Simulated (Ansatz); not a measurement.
Crystal: Cu.

```
CELL_PARAMETERS angstrom
-1.44279 1.44279 1.37608
1.44279 -1.44279 1.37608
1.44279 1.44279 -1.37608
ATOMIC_POSITIONS crystal
Cu 0.00000 0.00000 0.00000
```

This isn't the form of Cu at room conditions, which is fcc.

* Program: Ansatz 0.2.0
* Task: relaxation of cell and atoms
* Functional: RPBE
* Potentials or basis: Ansatz PAW
* Cutoff: 420 eV (not typed: the program's choice for these potentials)
* k mesh: 13 × 13 × 13
* Occupations: fermi-dirac, width 0.05 eV
* Spin: no spin polarisation

At the start: volume 11.46 Å³/atom.

Q: Where does the relaxation end?

A: It ends after 10 steps and the volume is 12.46 Å³/atom (+8.8 %); space group I4/mmm (No. 139, to 0.05 Å).

The path:
```
step  energy change (eV)  largest force (eV/Å)  volume (Å³)
   1              0.0000                0.0000        11.46
   2             -0.0249                0.0000        11.90
   3             -0.0348                0.0000        12.38
   4             -0.0350                0.0000        12.46
   5             -0.0350                0.0000        12.48
   6             -0.0351                0.0000        12.49
   7             -0.0351                0.0000        12.47
   8             -0.0358                0.0000        12.47
   9             -0.0358                0.0000        12.46
  10             -0.0358                0.0000        12.46
```

Final structure:
```xyz
1
Lattice="-1.4932 1.4932 1.3973 1.4932 -1.4932 1.3973 1.4932 1.4932 -1.3973" Properties=species:S:1:pos:R:3 pbc="T T T"
Cu    0.0000    0.0000    0.0000
```

Caveat: the plane-wave basis is chosen anew once the cell has moved, so the energies of steps on either side of that aren't comparable; the PAW data sets come from PBE, with cores solved anew for the run's functional, which leaves a small shift of forces and pressure.
